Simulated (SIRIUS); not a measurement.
Here is a SIRIUS 7.10.0 calculation.

The input sirius.json:

```json
{
  "control": {
    "processing_unit": "cpu",
    "verbosity": 2,
    "num_bands_to_print": 19,
    "print_forces": true,
    "print_stress": true
  },
  "parameters": {
    "electronic_structure_method": "pseudopotential",
    "xc_functionals": ["XC_LDA_X", "XC_LDA_C_PW"],
    "gk_cutoff": 9.5,
    "pw_cutoff": 19.0,
    "ngridk": [5, 5, 5],
    "shiftk": [0, 0, 0],
    "smearing": "fermi_dirac",
    "smearing_width": 0.0018374661,
    "num_bands": 19,
    "num_mag_dims": 1,
    "num_dft_iter": 100,
    "energy_tol": 1e-08,
    "density_tol": 1e-06
  },
  "iterative_solver": {
    "type": "davidson",
    "min_tolerance": 1e-09,
    "tolerance_scale": [0.1, 0.25]
  },
  "mixer": {
    "type": "anderson",
    "beta": 0.5,
    "max_history": 8
  },
  "settings": {
    "tol_ne": 1e-10,
    "pseudo_grid_cutoff": 6.5,
    "smooth_initial_mag": true
  },
  "unit_cell": {
    "lattice_vectors": [
      [0.494752886505, 0.285645712208, 0.820747286557],
      [-0.494752886505, 0.285645712208, 0.820747286557],
      [0.0, -0.571291424417, 0.820747286557]
    ],
    "lattice_vectors_scale": 5.8011900809,
    "atom_coordinate_units": "lattice",
    "atom_types": ["Fe", "O"],
    "atom_files": {
      "O": "O.json",
      "Fe": "Fe.json"
    },
    "atoms": {
      "Fe": [
        [0.0, 0.0, 0.0, 0.0, 0.0, 3.0]
      ],
      "O": [
        [0.5, 0.5, 0.5, 0.0, 0.0, 0.0]
      ]
    }
  }
}
```

Potentials or basis: PseudoDojo 0.4.1 PBE standard (scalar relativistic).

The run is started by

```sh
$ upf_to_json O.upf
$ upf_to_json Fe.upf
$ OMP_NUM_THREADS=1 sirius.scf --input=sirius.json --output=out.json --task=0
```

Task: What does it give for the pressure?

Result: -16.2 GPa.

Task: Predict the band gap on the k mesh.

Result: None (metal or under the smearing width).

Stress tensor (GPa, compression positive):
```
-15.88   0.00   0.00
  0.00 -15.88   0.00
  0.00   0.00 -16.90
```

Caveat: the k mesh is coarse (spacing up to 0.51 Å⁻¹), so the values aren't converged; the potentials were made for another functional, which shifts forces and pressure; a cell with one magnetic atom can't hold antiferromagnetic order, which such compounds often take; semilocal functionals often make such compounds metallic where correlation or magnetic order opens a gap, which also shifts bond lengths. With open d or f shells a metallic result of LDA can be an artefact of self-interaction; +U or a hybrid may open a gap.
